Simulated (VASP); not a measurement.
# BN (P6_3/mmc) in VASP: a series of runs

Runs on BN. Level: PBE. Tasks: dielectric tensor.

Program: VASP 6.6.1. These are calculated values, not measurements. Logs are shortened: lines on timing, memory, paths and dates and some standing lists are left out, and cuts for length are marked.

## 1. The structure

Symmetry: P6_3/mmc, No. 194, hexagonal system. Conventional cell: a = 2.498 Å, b = 2.498 Å, c = 6.636 Å, α = 90.00°, β = 90.00°, γ = 120.00°. Around N (site symmetry -6m2) lie 3 B at 1.44 Å. B (site symmetry -6m2) is surrounded by 3 N at 1.44 Å.

## 2. Dielectric tensor, PBE

The input, INCAR:

```
ALGO = Normal
EDIFF = 1E-8
ENCUT = 340
GGA = PE
ISIF = 2
ISMEAR = 0
LASPH = True
LCHARG = False
LEPSILON = True
LREAL = False
LWAVE = False
NELM = 100
PREC = Accurate
SIGMA = 0.01
```

The input, KPOINTS:

```
k-points
0
Gamma
  10 10 3
```

The input, POSCAR:

```
BN
1.0
    2.4982400000      0.0000000000      0.0000000000
   -1.2491200000      2.1635393048      0.0000000000
    0.0000000000      0.0000000000      6.6357000000
N B
2 2
Direct
    0.6666666667      0.3333333333      0.2500000000
    0.3333333333      0.6666666667      0.7500000000
    0.6666666667      0.3333333333      0.7500000000
    0.3333333333      0.6666666667      0.2500000000
```

Potentials or basis: VASP PAW PBE potentials, release 64 (N, B).

Command:

```bash
cat potpaw_PBE.64/N/POTCAR potpaw_PBE.64/B/POTCAR > POTCAR
mpirun -np 1 vasp_std > vasp.out
```

OUTCAR:

```text
EDIFF = 1E-8
   ENCUT = 340
   GGA = PE
   ISIF = 2
   ISMEAR = 0
   LASPH = True
   LEPSILON = True
   LREAL = False
   NELM = 100
   PREC = Accurate

 Found     28 irreducible k-points:

 Following reciprocal coordinates:
            Coordinates               Weight
  0.000000  0.000000  0.000000      1.000000
  0.100000  0.000000  0.000000      6.000000
  0.200000  0.000000  0.000000      6.000000
  0.300000  0.000000  0.000000      6.000000
  0.400000  0.000000  0.000000      6.000000
  0.500000  0.000000  0.000000      3.000000
   k-points           NKPTS =     28   k-points in BZ     NKDIM =     28   number of bands    NBANDS=     12
   number of dos      NEDOS =    301   number of ions     NIONS =      4
   total plane-waves  NPLWV =  10240
   dimension x,y,z NGX =    16 NGY =   16 NGZ =   40
   dimension x,y,z NGXF=    32 NGYF=   32 NGZF=   80
   ions per type =               2   2
   NGX,Y,Z   is equivalent  to a cutoff of  10.65, 10.65, 10.02 a.u.
   NGXF,Y,Z  is equivalent  to a cutoff of  21.29, 21.29, 20.04 a.u.
 SYSTEM =  unknown system
   PREC   = accura    normal or accurate (medium, high low for compatibility)
   ISTART =      0    job   : 0-new  1-cont  2-samecut
   ICHARG =      2    charge: 1-file 2-atom 10-const
   ISPIN  =      1    spin polarized calculation?
   LNONCOLLINEAR =      F non collinear calculations
   LSORBIT =      F    spin-orbit coupling
   LASPH  =      T    aspherical Exc in radial PAW
   ENCUT  =  340.0 eV  24.99 Ry    5.00 a.u.   3.76  3.76  9.98*2*pi/ulx,y,z
   NELM   =    100;   NELMIN=  2; NELMDL= -5     # of ELM steps
   EDIFF  = 0.1E-07   stopping-criterion for ELM
   LREAL  =      F    real-space projection
   EDIFFG = 0.1E-06   stopping-criterion for IOM
   NSW    =      0    number of steps for IOM
   IBRION =     -1    ionic relax: 0-MD 1-quasi-New 2-CG
   NFREE  =      0    steps in history (QN), initial steepest desc. (CG)
   ISIF   =      2    stress and relaxation
   ISYM   =      2    0-nonsym 1-usesym 2-fastsym
   POTIM  = 0.5000    time-step for ionic-motion
   TEBEG  =    0.0;   TEEND  =   0.0 temperature during run
   PSTRESS=    0.0 pullay stress
   NELECT =      16.0000    total number of electrons
   NUPDOWN=      -1.0000    fix difference up-down
   EMIN   =  10.00;   EMAX   =-10.00  energy-range for DOS
   EFERMI =   0.00;   METHOD = LEGACY
   ISMEAR =     0;   SIGMA  =   0.01  broadening in eV -4-tet -1-fermi 0-gaus
   EFERMI_NEDOS =   21; number of points for ismear=-14 and -15
   IALGO  =     38    algorithm
   IMIX   =      4    mixing-type and parameters
     AMIX     =   0.40;   BMIX     =  1.00
[... 146 lines left out ...]
    total drift:                                0.000000     -0.000000      0.000000

  FREE ENERGIE OF THE ION-ELECTRON SYSTEM (eV)
  ---------------------------------------------------
  free  energy   TOTEN  =       -35.0948433427 eV

  energy  without entropy=      -35.0948433427  energy(sigma->0) =      -35.09484334

 HEAD OF MICROSCOPIC STATIC DIELECTRIC TENSOR (INDEPENDENT PARTICLE, excluding Hartree and local field effects)
 ------------------------------------------------------
           4.845799     0.000000     0.000000
           0.000000     4.845799    -0.000000
           0.000000    -0.000000     3.015560
 ------------------------------------------------------

 Free energy of the ion-electron system (eV)
  ---------------------------------------------------
  ---------------------------------------------------
  free energy    TOTEN  =        -0.39732427 eV

  energy without entropy =       -0.39732427

------------------------ aborting loop because EDIFF is reached ----------------------------------------

--------------------------------------- Ionic step        2  -------------------------------------------

------------------------ aborting loop because EDIFF is reached ----------------------------------------

--------------------------------------- Ionic step        3  -------------------------------------------

 Free energy of the ion-electron system (eV)
  ---------------------------------------------------
  ---------------------------------------------------
  free energy    TOTEN  =        -0.18669917 eV

  energy without entropy =       -0.18669917

------------------------ aborting loop because EDIFF is reached ----------------------------------------

 PIEZOELECTRIC TENSOR FIELD DIRECTION 3  (e Angst)
 -----------------------------------------------------------------------------
    -0.00030  0.00000 -0.00000           ( -0.00000  0.00000  0.00000)
     0.00000 -0.00030 -0.00000           (  0.00000 -0.00000  0.00000)
     0.00000  0.00000  0.00025           (  0.00000  0.00000 -0.00001)

 PIEZOELECTRIC TENSOR FIELD DIRECTION 3  (C/m^2)
 -----------------------------------------------------------------------------
    -0.00013  0.00000 -0.00000
     0.00000 -0.00013 -0.00000
     0.00000  0.00000  0.00011

 MACROSCOPIC STATIC DIELECTRIC TENSOR (including local field effects in DFT)
 ------------------------------------------------------
           4.757431    -0.000000     0.000000
           0.000000     4.757431     0.000000
           0.000000     0.000000     2.691524
 ------------------------------------------------------

 PIEZOELECTRIC TENSOR (including local field effects)  for field in x, y, z        (e  Angst)
          XX          YY          ZZ          XY          YZ          ZX
  --------------------------------------------------------------------------------
  x     0.00000     0.00000     0.00000     0.00000     0.00000     0.00000
  y     0.00000     0.00000     0.00000     0.00000     0.00000     0.00000
  z     0.00000     0.00000     0.00000     0.00000     0.00000     0.00000

 PIEZOELECTRIC TENSOR (including local field effects)  for field in x, y, z        (C/m^2)
          XX          YY          ZZ          XY          YZ          ZX
  --------------------------------------------------------------------------------
  x     0.00000     0.00000     0.00000     0.00000     0.00000     0.00000
  y     0.00000     0.00000     0.00000     0.00000     0.00000     0.00000
  z     0.00000     0.00000     0.00000     0.00000     0.00000     0.00000

 BORN EFFECTIVE CHARGES (including local field effects) (in |e|, cummulative output)
 ---------------------------------------------------------------------------------
 ion    1
    1    -2.69575     0.00000     0.00000
    2     0.00000    -2.69575     0.00000
    3     0.00000     0.00000    -0.73090
 ion    2
    1    -2.69575     0.00000     0.00000
    2     0.00000    -2.69575     0.00000
    3     0.00000     0.00000    -0.73090
 ion    3
    1     2.69575     0.00000     0.00000
    2     0.00000     2.69575     0.00000
    3    -0.00000     0.00000     0.73090
 ion    4
    1     2.69575     0.00000     0.00000
    2     0.00000     2.69575     0.00000
    3    -0.00000     0.00000     0.73090
```

stdout:

```text
POSCAR found type information on POSCAR N B
 POSCAR found :  2 types and       4 ions
 scaLAPACK will be used
 LDA part: xc-table for (Slater+PW92), standard interpolation
 POSCAR, INCAR and KPOINTS ok, starting setup
 FFT: planning ... GRIDC
 FFT: planning ... GRID_SOFT
 FFT: planning ... GRID
 WAVECAR not read
 entering main loop
 Linear response reoptimize wavefunctions to high precision
 Linear response G [H, r] |phi>, progress :
  Direction:   1
 Linear response G [H, r] |phi>, progress :
  Direction:   2
 Linear response G [H, r] |phi>, progress :
  Direction:   3
 Linear response to external field (no local field effect), progress :
  Direction:   1
 dielectric tensor                  component  1 :     5.204     1.048    -0.114
 Linear response to external field (no local field effect), progress :
  Direction:   2
 dielectric tensor                  component  2 :     1.048     4.488    -0.153
 Linear response to external field (no local field effect), progress :
  Direction:   3
 dielectric tensor                  component  3 :    -0.114    -0.153     3.016
 Linear response to external field, progress :
  Direction:   1
 dielectric tensor                  component  1 :     4.757     0.323     0.021
 Linear response to external field, progress :
  Direction:   2
 dielectric tensor                  component  2 :     0.323     4.757    -0.126
 Linear response to external field, progress :
  Direction:   3
 dielectric tensor                  component  3 :    -0.113    -0.152     2.692
 Born effective charges drift removed
```

Wall time 73 s (1 thread of AMD EPYC 7R43 (Zen 3), shared host); peak memory 0.12 GiB.

The run converged, but a check on its numbers failed (symmetry, net force, bounds or a known fault of this set-up), so they aren't taken as properties of the crystal.

Caveat: the cutoff lies under the usual one of these potentials, so the numbers hold a large basis-set error.

[end of part 1 of 2]
